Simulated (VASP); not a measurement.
# CdSe (Imm2) in VASP: notebook

Runs on CdSe. Level: PBEsol. Tasks: relaxation of cell and atoms.

Everything below comes from runs of VASP 6.6.1. Logs are shortened: lines on timing, memory, paths and dates and some standing lists are left out, and cuts for length are marked.

### Step 1. The structure

The structure is orthorhombic, space group Imm2 (No. 44). Conventional cell: a = 4.126 Å, b = 4.537 Å, c = 5.835 Å, α = 90.00°, β = 90.00°, γ = 90.00°. Cd (site symmetry mm2) is surrounded by 4 Se at 2.53 to 2.70 Å. Se (site symmetry mm2) has 4 Cd at 2.53 to 2.70 Å as nearest neighbours.

Measurements of this composition are mostly on another form, of space group No. 186.

### Step 2. Relaxation of cell and atoms, PBEsol

File INCAR:

```
ALGO     = Normal         # electronic algorithm
EDIFF    = 1E-6           # SCF threshold, eV
EDIFFG   = -0.01          # ionic threshold
ENCUT    = 600            # plane-wave cutoff, eV
GGA      = PS             # functional
IBRION   = 2              # ionic algorithm
ISIF     = 3              # what is computed and relaxed
ISMEAR   = 0              # smearing method
LASPH    = True           # aspherical terms in the spheres
LATTICE_CONSTRAINTS= .FALSE. .FALSE. .TRUE.
LCHARG   = False          # write CHGCAR
LREAL    = False          # projectors in reciprocal space
LWAVE    = False          # write WAVECAR
NELM     = 80             # most SCF steps
NSW      = 90             # ionic steps
PREC     = Accurate       # precision mode
SIGMA    = 0.03           # smearing width, eV
```

File KPOINTS:

```
k-points
0
Gamma
  14 14 14
```

File POSCAR:

```
CdSe
1.0
    4.1261589900      0.0000000000      0.0000000000
    0.0000000000      5.8352700000      0.0000000000
    2.0630794900     -2.9176350000      2.2683976200
Cd Se
1 1
Direct
    0.0000000000      0.0000000000      0.0000000000
    0.5000000000      0.7500000000      0.0000000000
```

Potentials or basis: VASP PAW PBE potentials, release 64 (Cd, Se).

Run with:

```bash
> cat potpaw_PBE.64/Cd/POTCAR potpaw_PBE.64/Se/POTCAR > POTCAR
> mpirun -np 1 vasp_std > vasp.out
```

OUTCAR:

```text
EDIFF = 1E-6
   EDIFFG = -0.01
   ENCUT = 600
   GGA = PS
   IBRION = 2
   ISIF = 3
   ISMEAR = 0
   LASPH = True
   LREAL = False
   NELM = 80
   NSW = 90
   PREC = Accurate

 ion  position               nearest neighbor table
   1  0.000  0.000  0.000-   2 2.53   2 2.53   2 2.70   2 2.70
   2  0.500  0.750  0.000-   1 2.53   1 2.53   1 2.70   1 2.70

  LATTYP: Found a body centered orthorhombic cell.
 ALAT       =     4.1261589900
 B/A-ratio  =     1.0995202199
 C/A-ratio  =     1.4142135614

  Lattice vectors:

 A1 = (   2.0630794900,   2.9176350000,   2.2683976200)
 A2 = (  -2.0630794900,   2.9176350000,  -2.2683976200)
 A3 = (  -2.0630795000,  -2.9176350000,   2.2683976200)

Analysis of symmetry for initial positions (statically):
=====================================================================
 Subroutine PRICEL returns:
 Original cell was already a primitive cell.

 Routine SETGRP: Setting up the symmetry group for a
 body centered orthorhombic supercell.

 Subroutine GETGRP returns: Found  4 space group operations
 (whereof  4 operations were pure point group operations)
 out of a pool of  8 trial point group operations.

The static configuration has the point symmetry C_2v.

Analysis of symmetry for dynamics (positions and initial velocities):
=====================================================================
 Subroutine PRICEL returns:
 Original cell was already a primitive cell.

 Routine SETGRP: Setting up the symmetry group for a
 body centered orthorhombic supercell.

 Subroutine GETGRP returns: Found  4 space group operations
 (whereof  4 operations were pure point group operations)
 out of a pool of  8 trial point group operations.

The dynamic configuration has the point symmetry C_2v.

 Subroutine INISYM returns: Found  4 space group operations
 (whereof  4 operations are pure point group operations),
 and found     1 'primitive' translations

----------------------------------------------------------------------------------------

                                     Primitive cell

  volume of cell :      54.6168

  direct lattice vectors                    reciprocal lattice vectors
     4.126158990  0.000000000  0.000000000     0.242356148  0.000000000 -0.220419910
     0.000000000  5.835270000  0.000000000     0.000000000  0.171371676  0.220419910
     2.063079490 -2.917635000  2.268397620     0.000000000  0.000000000  0.440839821

  length of vectors
     4.126158990  5.835270000  4.232554635     0.327599510  0.279200982  0.440839821

  position of ions in fractional coordinates (direct lattice)
     0.000000000  0.000000000  0.000000000
     0.500000000  0.750000000  0.000000000

  ion indices of the primitive-cell ions
   primitive index   ion index
                 1           1
                 2           2

----------------------------------------------------------------------------------------

 KPOINTS: k-points

Automatic generation of k-mesh.
 Grid dimensions read from file:
 generate k-points for:   14   14   14

 Generating k-lattice:

  Cartesian coordinates                     Fractional coordinates (reciprocal lattice)
     0.017311153  0.000000000 -0.015744279     0.071428571  0.000000000  0.000000000
     0.000000000  0.012240834  0.015744279     0.000000000  0.071428571  0.000000000
     0.000000000  0.000000000  0.031488559     0.000000000  0.000000000  0.071428571

  Length of vectors
     0.023399965  0.019942927  0.031488559

  Shift w.r.t. Gamma in fractional coordinates (k-lattice)
     0.000000000  0.000000000  0.000000000

 Subroutine IBZKPT returns following result:
 ===========================================

 Found    428 irreducible k-points:

 Following reciprocal coordinates:
            Coordinates               Weight
  0.000000  0.000000  0.000000      1.000000
  0.071429  0.000000 -0.000000      4.000000
  0.142857  0.000000 -0.000000      4.000000
  0.214286  0.000000 -0.000000      4.000000
  0.285714  0.000000 -0.000000      4.000000
  0.357143  0.000000 -0.000000      4.000000
[... 16 lines left out ...]
  0.000000  0.142857  0.000000      4.000000
  0.071429  0.142857 -0.000000      8.000000
 [... further k-points ...]
   k-points           NKPTS =    428   k-points in BZ     NKDIM =    428   number of bands    NBANDS=     13
   number of dos      NEDOS =    301   number of ions     NIONS =      2
   total plane-waves  NPLWV =  62208
   dimension x,y,z NGX =    36 NGY =   48 NGZ =   36
   dimension x,y,z NGXF=    72 NGYF=   96 NGZF=   72
   ions per type =               1   1
   NGX,Y,Z   is equivalent  to a cutoff of  14.50, 13.68, 14.14 a.u.
   NGXF,Y,Z  is equivalent  to a cutoff of  29.01, 27.35, 28.28 a.u.
 SYSTEM =  unknown system
   PREC   = accura    normal or accurate (medium, high low for compatibility)
   ISTART =      0    job   : 0-new  1-cont  2-samecut
   ICHARG =      2    charge: 1-file 2-atom 10-const
   ISPIN  =      1    spin polarized calculation?
   LNONCOLLINEAR =      F non collinear calculations
   LSORBIT =      F    spin-orbit coupling
   LASPH  =      T    aspherical Exc in radial PAW
   ENCUT  =  600.0 eV  44.10 Ry    6.64 a.u.   8.24 11.65  8.45*2*pi/ulx,y,z
   NELM   =     80;   NELMIN=  2; NELMDL= -5     # of ELM steps
   EDIFF  = 0.1E-05   stopping-criterion for ELM
   LREAL  =      F    real-space projection
   EDIFFG = -.1E-01   stopping-criterion for IOM
   NSW    =     90    number of steps for IOM
   IBRION =      2    ionic relax: 0-MD 1-quasi-New 2-CG
   NFREE  =      1    steps in history (QN), initial steepest desc. (CG)
   ISIF   =      3    stress and relaxation
   ISYM   =      2    0-nonsym 1-usesym 2-fastsym
   POTIM  = 0.5000    time-step for ionic-motion
   TEBEG  =    0.0;   TEEND  =   0.0 temperature during run
   PSTRESS=    0.0 pullay stress
   NELECT =      18.0000    total number of electrons
   NUPDOWN=      -1.0000    fix difference up-down
   EMIN   =  10.00;   EMAX   =-10.00  energy-range for DOS
   EFERMI =   0.00;   METHOD = LEGACY
   ISMEAR =     0;   SIGMA  =   0.03  broadening in eV -4-tet -1-fermi 0-gaus
   EFERMI_NEDOS =   21; number of points for ismear=-14 and -15
   IALGO  =     38    algorithm
   IMIX   =      4    mixing-type and parameters
     AMIX     =   0.40;   BMIX     =  1.00
     AMIX_MAG =   1.60;   BMIX_MAG =  1.00
  volume/ion in A,a.u.               =      27.31       184.29
  Fermi-wavevector in a.u.,A,eV,Ry     =   1.130812  2.136924 17.398248  1.278735
  Thomas-Fermi vector in A             =   2.267509
   LORBIT       =      0    0 simple, 1 ext, 2 COOP (PROOUT), +10 PAW based schemes
   GGA     = PS    functional components
   LHFCALC =     F    Hartree Fock is set to
   AEXX    =    0.0000 exact exchange contribution
   IVDW    =     0    specifies the selected vdW correction
   LEPSILON=     F    determine dielectric tensor
   LRPA    =     F    only Hartree local field effects (RPA)
 conjugate gradient relaxation of ions
 non-spin polarized calculation
 Gauss-broadening in eV      SIGMA  =   0.03
  energy-cutoff  :      600.00
  volume of cell :       54.62
 maximum number of plane-waves:      1849
 NGX is ok and might be reduce to    36
   NGX = 17   NGY = 23   NGZ = 17

--------------------------------------- Ionic step        1  -------------------------------------------

 number of electron      18.0000001 magnetization

 Free energy of the ion-electron system (eV)
  ---------------------------------------------------
  ext. energy  EPLUGINS =         0.00000000
  ---------------------------------------------------
  free energy    TOTEN  =        -6.08367686 eV

  energy without entropy =       -6.08367686  energy(sigma->0) =       -6.08367686

------------------------ aborting loop because EDIFF is reached ----------------------------------------

  FORCE on cell =-STRESS in cart. coord.  units (eV):
  Direction    XX          YY          ZZ          XY          YZ          ZX
  --------------------------------------------------------------------------------------
  -------------------------------------------------------------------------------------
  Total        2.5006700      1.0062770     -0.8389747      0.0000000      0.0000000      0.0000000
  in kB       73.3568834     29.5190264    -24.6112332      0.0000000      0.0000000      0.0000001
  external PRESSURE =      26.0882256 kB  Pullay stress =       0.0000000 kB
[... 201 lines left out ...]
  energy  without entropy=       -6.1307036817  energy(sigma->0) =       -6.13070368

--------------------------------------- Ionic step        7  -------------------------------------------

 number of electron      18.0000001 magnetization

 Free energy of the ion-electron system (eV)
  ---------------------------------------------------
  ext. energy  EPLUGINS =         0.00000000
  ---------------------------------------------------
  free energy    TOTEN  =        -6.13073785 eV

  energy without entropy =       -6.13073785  energy(sigma->0) =       -6.13073785

 E-fermi :   1.3976     XC(G=0):  -9.2774

 val. band max:        1.2602105388   @ k =   0.0000   0.0000   0.0000
 cond. band min:       1.6097451291   @ k =   0.0000   0.0000   0.0000
 fundamental gap:      0.3495345903
 Fermi energy:         1.3976393318

 k-point     1 :       0.0000    0.0000    0.0000
  band No.  band energies     occupation
      1     -11.7070      2.00000
      2      -6.9556      2.00000
      3      -6.9206      2.00000
      4      -6.9060      2.00000
      5      -6.5257      2.00000
      6      -6.5164      2.00000
      7       0.8576      2.00000
      8       1.1126      2.00000
      9       1.2602      2.00000
     10       1.6097      0.00000
     11       6.5605      0.00000
     12       7.0594      0.00000
     13       7.5053      0.00000
[... 353 lines left out ...]
 k-point    24 :       0.0714    0.1429   -0.0000
  band No.  band energies     occupation
      1     -11.6535      2.00000
      2      -6.9361      2.00000
      3      -6.8972      2.00000
      4      -6.8762      2.00000
      5      -6.5262      2.00000
      6      -6.5175      2.00000
      7      -0.0845      2.00000
      8       0.7808      2.00000
      9       1.1034      2.00000
     10       2.6169      0.00000
     11       6.6179      0.00000
     12       7.0509      0.00000
     13       7.5691      0.00000

 [... further k-points ...]

------------------------ aborting loop because EDIFF is reached ----------------------------------------

  FORCE on cell =-STRESS in cart. coord.  units (eV):
  Direction    XX          YY          ZZ          XY          YZ          ZX
  --------------------------------------------------------------------------------------
  -------------------------------------------------------------------------------------
  Total        1.2575736      0.8201893      0.0112694      0.0000000      0.0000000     -0.0000000
  in kB       37.1378266     24.2212838      0.3327994      0.0000000      0.0000000     -0.0000000
  external PRESSURE =      20.5639699 kB  Pullay stress =       0.0000000 kB
[... 17 lines left out ...]
  FREE ENERGIE OF THE ION-ELECTRON SYSTEM (eV)
  ---------------------------------------------------
  free  energy   TOTEN  =        -6.1307378467 eV

  energy  without entropy=       -6.1307378467  energy(sigma->0) =       -6.13073785

 reached required accuracy - stopping structural energy minimisation
```

Wall time 28 min (1 thread of Intel Xeon Platinum 8488C (Sapphire Rapids), shared host); peak memory 0.59 GiB.

What came out:

* Free energy: -6.1307 eV
* Relaxed volume: 27.13 Å³/atom
* Relaxed cell: a = 4.126 Å, b = 5.835 Å, c = 4.224 Å, α = 133.68°, β = 60.77°, γ = 90.00°
* Space group after relaxing (to 0.05 Å): Imm2 (No. 44)
* Energy gained by relaxing: 23.5 meV/atom
* Ionic steps: 7
* Pressure after relaxing: 2.1 GPa
* Largest force after relaxing: 0.005 eV/Å
* Band gap on the k mesh: 0.35 eV, direct

Forces on the atoms (eV/Å):
```
Cd   0.000 -0.005  0.000
Se   0.000  0.005  0.000
```

Stress tensor (GPa, compression positive):
```
3.71 0.00 0.00
0.00 2.42 0.00
0.00 0.00 0.03
```

Step by step:
```tsv
step	energy change (eV)	largest force (eV/Å)	pressure (GPa)	volume (Å³)
1	0.0000	0.7057	2.61	54.62
2	-0.0394	0.2257	3.18	53.51
3	-0.0405	0.1230	3.40	53.29
4	-0.0452	0.0732	2.73	53.77
5	-0.0470	0.0199	2.03	54.27
6	-0.0470	0.0181	2.01	54.29
7	-0.0471	0.0047	2.06	54.25
```

Final structure:
```
Cd Se
1.0
     4.12616    0.00000    0.00000
     0.00000    5.83527    0.00000
     2.06308   -2.91764    2.25331
Cd Se
1 1
Direct
  0.00000 0.01081 0.00000
  0.50000 0.73919 0.00000
```

Caveat: the PAW data sets were made with another functional, which shifts forces and pressure a little.

### Step 3. Relaxation of cell and atoms, PBEsol

This run uses another cell than the first one, of 27.13 Å³/atom, 0.993 times its volume.

Edit INCAR of step 2 so:

```diff
@@ -1,4 +1,4 @@
 ALGO     = Normal         # electronic algorithm
-EDIFF    = 1E-6           # SCF threshold, eV
-EDIFFG   = -0.01          # ionic threshold
+EDIFF    = 1E-7           # SCF threshold, eV
+EDIFFG   = -0.005         # ionic threshold
 ENCUT    = 600            # plane-wave cutoff, eV
```

KPOINTS is that of step 2.

File POSCAR:

```
CdSe                                    
1.0
    4.1261589900      0.0000000000      0.0000000000
    0.0000000000      5.8352700000      0.0000000000
    2.0630794900     -2.9176350000      2.2533082848
  Cd              Se            
     1     1
Direct
     0.0000000000000000    0.0108116124048898    0.0000000000000000
     0.5000000000000000    0.7391883875951101    0.0000000000000000
```

Potentials or basis: VASP PAW PBE potentials, release 64 (Cd, Se).

Run with:

```bash
> cat potpaw_PBE.64/Cd/POTCAR potpaw_PBE.64/Se/POTCAR > POTCAR
> mpirun -np 1 vasp_std > vasp.out
```

OUTCAR:

```text
EDIFF = 1E-7
   EDIFFG = -0.005
   ENCUT = 600
   GGA = PS
   IBRION = 2
   ISIF = 3
   ISMEAR = 0
   LASPH = True
   LREAL = False
   NELM = 80
   NSW = 90
   PREC = Accurate

 ion  position               nearest neighbor table
   1  0.000  0.011  0.000-   2 2.60   2 2.60   2 2.62   2 2.62
   2  0.500  0.739  0.000-   1 2.60   1 2.60   1 2.62   1 2.62

  LATTYP: Found a body centered orthorhombic cell.
 ALAT       =     4.1261589900
 B/A-ratio  =     1.0922062336
 C/A-ratio  =     1.4142135614

  Lattice vectors:

 A1 = (   2.0630794900,   2.9176350000,   2.2533082848)
 A2 = (  -2.0630794900,   2.9176350000,  -2.2533082848)
 A3 = (  -2.0630795000,  -2.9176350000,   2.2533082848)

Analysis of symmetry for initial positions (statically):
=====================================================================
 Subroutine PRICEL returns:
 Original cell was already a primitive cell.

 Routine SETGRP: Setting up the symmetry group for a
 body centered orthorhombic supercell.

 Subroutine GETGRP returns: Found  4 space group operations
 (whereof  4 operations were pure point group operations)
 out of a pool of  8 trial point group operations.

[... 181 lines left out ...]
      8       1.1127      2.00000
      9       1.2603      2.00000
     10       1.6098      0.00000
     11       6.5606      0.00000
     12       7.0594      0.00000
     13       7.5053      0.00000
[... 354 lines left out ...]
  band No.  band energies     occupation
      1     -11.6535      2.00000
      2      -6.9361      2.00000
      3      -6.8972      2.00000
      4      -6.8762      2.00000
      5      -6.5262      2.00000
      6      -6.5175      2.00000
      7      -0.0845      2.00000
      8       0.7808      2.00000
      9       1.1035      2.00000
     10       2.6170      0.00000
     11       6.6179      0.00000
     12       7.0509      0.00000
     13       7.5691      0.00000

 [... further k-points ...]

------------------------ aborting loop because EDIFF is reached ----------------------------------------

  FORCE on cell =-STRESS in cart. coord.  units (eV):
  Direction    XX          YY          ZZ          XY          YZ          ZX
  --------------------------------------------------------------------------------------
  -------------------------------------------------------------------------------------
  Total        1.2544761      0.8168876      0.0088651      0.0000000      0.0000000     -0.0000000
  in kB       37.0463511     24.1237810      0.2617973      0.0000000      0.0000000     -0.0000000
  external PRESSURE =      20.4773098 kB  Pullay stress =       0.0000000 kB

 VOLUME and BASIS-vectors are now :
 -----------------------------------------------------------------------------
  energy-cutoff  :      600.00
  volume of cell :       54.25
      direct lattice vectors                 reciprocal lattice vectors
     4.126158990  0.000000000  0.000000000     0.242356148  0.000000000 -0.221895957
     0.000000000  5.835270000  0.000000000     0.000000000  0.171371676  0.221895958
     2.063079490 -2.917635000  2.253308285     0.000000000  0.000000000  0.443791916

 POSITION                                       TOTAL-FORCE (eV/Angst)
 -----------------------------------------------------------------------------------
      0.00000      0.06309      0.00000         0.000000     -0.004674      0.000000
      2.06308      4.31336      0.00000         0.000000      0.004674      0.000000
 -----------------------------------------------------------------------------------
    total drift:                               -0.000000      0.000021     -0.000002

  FREE ENERGIE OF THE ION-ELECTRON SYSTEM (eV)
  ---------------------------------------------------
  free  energy   TOTEN  =        -6.1306162656 eV

  energy  without entropy=       -6.1306162656  energy(sigma->0) =       -6.13061627

 reached required accuracy - stopping structural energy minimisation
```

OSZICAR:

```text
N       E                     dE             d eps       ncg     rms          rms(c)
DAV:   1     0.117253264383E+03    0.11725E+03   -0.97117E+03 11232   0.140E+03
DAV:   2    -0.143158274134E+01   -0.11868E+03   -0.11326E+03 12603   0.304E+02
DAV:   3    -0.648977728703E+01   -0.50582E+01   -0.50425E+01 13298   0.649E+01
DAV:   4    -0.651761812150E+01   -0.27841E-01   -0.27837E-01 12188   0.479E+00
DAV:   5    -0.651778107959E+01   -0.16296E-03   -0.16296E-03 13363   0.334E-01    0.639E+00
DAV:   6    -0.615654471218E+01    0.36124E+00   -0.71970E-01 15713   0.124E+01    0.505E+00
DAV:   7    -0.613215056879E+01    0.24394E-01   -0.15746E-01 12293   0.319E+00    0.226E+00
DAV:   8    -0.613076964282E+01    0.13809E-02   -0.16402E-02 11988   0.196E+00    0.228E-01
DAV:   9    -0.613059041194E+01    0.17923E-03   -0.22054E-03 13423   0.757E-01    0.532E-02
DAV:  10    -0.613059599613E+01   -0.55842E-05   -0.22438E-04 11653   0.235E-01    0.373E-02
DAV:  11    -0.613061725262E+01   -0.21256E-04   -0.45866E-05 11323   0.664E-02    0.149E-02
DAV:  12    -0.613061607995E+01    0.11727E-05   -0.80791E-06 13103   0.458E-02    0.498E-03
DAV:  13    -0.613061629535E+01   -0.21540E-06   -0.10431E-06 11363   0.100E-02    0.255E-03
DAV:  14    -0.613061626561E+01    0.29734E-07   -0.11298E-07  8489   0.353E-03
   1 F= -.61306163E+01 E0= -.61306163E+01  d E =-.613062E+01
```

Run time: 8.1 min. Hardware: 1 thread of Intel Xeon Platinum 8488C (Sapphire Rapids), shared host; peak memory 0.58 GiB.

What came out:

```yaml
Free_energy: -6.1306 eV
Pressure_after_relaxing: 2.0 GPa
Largest_force_after_relaxing: 0.005 eV/Å
Band_gap_on_the_k_mesh: 0.35 eV, direct
```

Forces on the atoms (eV/Å):
```
Cd   0.000 -0.005  0.000
Se   0.000  0.005  0.000
```

Stress tensor (GPa, compression positive):
```
3.70 0.00 0.00
0.00 2.41 0.00
0.00 0.00 0.03
```

Final structure:
```yaml
crystal:
  lattice:
    - [4.12616, 0.00000, 0.00000]
    - [0.00000, 5.83527, 0.00000]
    - [2.06308, -2.91764, 2.25331]
  atoms:
    - { symbol: Cd, position: [0.00000, 0.01081, 0.00000] }
    - { symbol: Se, position: [0.50000, 0.73919, 0.00000] }
```

Caveat: the relaxation stopped at its first step, so nothing moved; the PAW data sets were made with another functional, which shifts forces and pressure a little.
